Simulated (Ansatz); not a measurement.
All numbers below come from DFT PBE, scalar-relativistic, plane waves, PAW (Ansatz 0.2.0). Settings: cutoff 420 eV, Γ-centred meshes spaced at most about 0.3 Å⁻¹ (2π included), Gaussian smearing. No spin polarisation in the final relaxations.

Temperature and zero-point effects are left out.

Two forms of SnSe were relaxed alike.

A.

```xyz
2
Lattice="0.0000 3.0308 3.0308 3.0308 0.0000 3.0308 3.0308 3.0308 0.0000" Properties=species:S:1:pos:R:3 pbc="T T T"
Sn    0.0000    0.0000    0.0000
Se    3.0308    3.0308    3.0308
```

B.

```xyz
4
Lattice="4.3139 0.0000 0.0000 0.0000 4.3139 0.0000 0.0000 0.0000 10.9886" Properties=species:S:1:pos:R:3 pbc="T T T"
Sn    2.1569    0.0000    4.1395
Sn    0.0000    2.1569    6.8491
Se    2.1569    0.0000    6.8568
Se    0.0000    2.1569    4.1318
```

Task: Which would you expect to be lower, and how large is the difference?

Result: A is lower, by 40 meV/atom. A has the rock salt type, space group Fm-3m (No. 225), 27.8 Å³/atom and a gap of 0.49 eV on its mesh; B has space group P4/nmm (No. 129), 51.1 Å³/atom and a gap of 1.51 eV. Counting Se atoms around Sn (those within 1.25 times the shortest such distance or 1.15 times the sum of covalent radii, 1.27 where that leaves under three; a plus sign parts nearer from farther groups), A has Sn 6 and B has Sn 1+4. In A, around Sn lie 6 Se at 3.03 Å; Se has 6 Sn at 3.03 Å. In B, Sn has 1 Se at 2.72 Å and 4 Se at 3.05 Å; around Se lie 1 Sn at 2.72 Å and 4 Sn at 3.05 Å. Origin: A is a cell as deposited in COD, relaxed; B is a Materials Project cell, relaxed. A third cell relaxed alike, in Pnma (a cell as deposited in COD), lies 5 meV/atom below the lower of the two.

Weakly bound directions are ill-defined at this level, which has no dispersion term (P4/nmm), and this can change margins and order among such cells. Kohn–Sham gaps at this level usually fall short of measured ones.

Rock salt is the lower of the two forms, but the Pnma cell lies below both, in keeping with the layered, distorted ground state known for SnSe. B is in effect a stack of double layers cut from rock salt and set far apart, so the 40 meV/atom mainly measures the loss of bonding between layers rather than a contest between two dense bulk polymorphs.

In A, Sn and Se p orbitals form nearly linear chains in which each atom shares its bonding between opposite neighbours. Removing one neighbour strengthens the contact on the other side, which shortens to 2.72 Å, while the in-plane contacts barely change at 3.05 Å. This recovers part of the lost energy, and mixing of Sn 5s and 5p states probably helps by directing lone-pair density towards the open side. The wider gap of B fits confinement and the loss of band dispersion across the layers, though the altered bonding within them also contributes.
